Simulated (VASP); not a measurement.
Si under changes of volume

One of the cells (15.249 Å³/atom); the others are scaled copies at fixed shape and fractional positions:

```
Si
1.0
    -2.38708    2.38708    1.33807
     2.38708   -2.38708    1.33807
     2.38708    2.38708   -1.33807
Si
2
Direct
  0.50000 0.50000 0.00000
  0.25000 0.75000 0.50000
```

This isn't the form of Si at room conditions, which is diamond.

```yaml
Program: VASP 6.6.1
Functional: PBE
Potentials_or_basis: VASP PAW PBE potentials, release 64 (Si)
Cutoff: 520 eV
k_mesh: 11 × 11 × 11
Occupations: fermi-dirac, width 0.05 eV
Spin: no spin polarisation
```

```csv
volume (Å³/atom),energy over the lowest point (meV/atom),pressure (GPa)
14.053,44.18,11.8
14.352,?,?
14.651,11.93,5.7
15.249,0.00,0.8
15.548,0.37,-1.2
15.847,4.37,-3.0
```

Q: What does the run at 14.352 Å³/atom give?

A: Energy over the lowest point 25.23 meV/atom; pressure 8.6 GPa.

Worked out: A Birch-Murnaghan fit of order 3 (a polynomial in V^(-2/3)) to the other rows has its minimum at 15.37 Å³/atom with B0 = V·E''(V) = 107 GPa and B' = 4.6 at fixed shape and positions, which overstates the stiffness. It gives 25.22 meV/atom at 14.352 Å³/atom, against the run's 25.23, and -dE/dV = 8.6 GPa, against 8.6.

Energies are extrapolated to zero smearing.
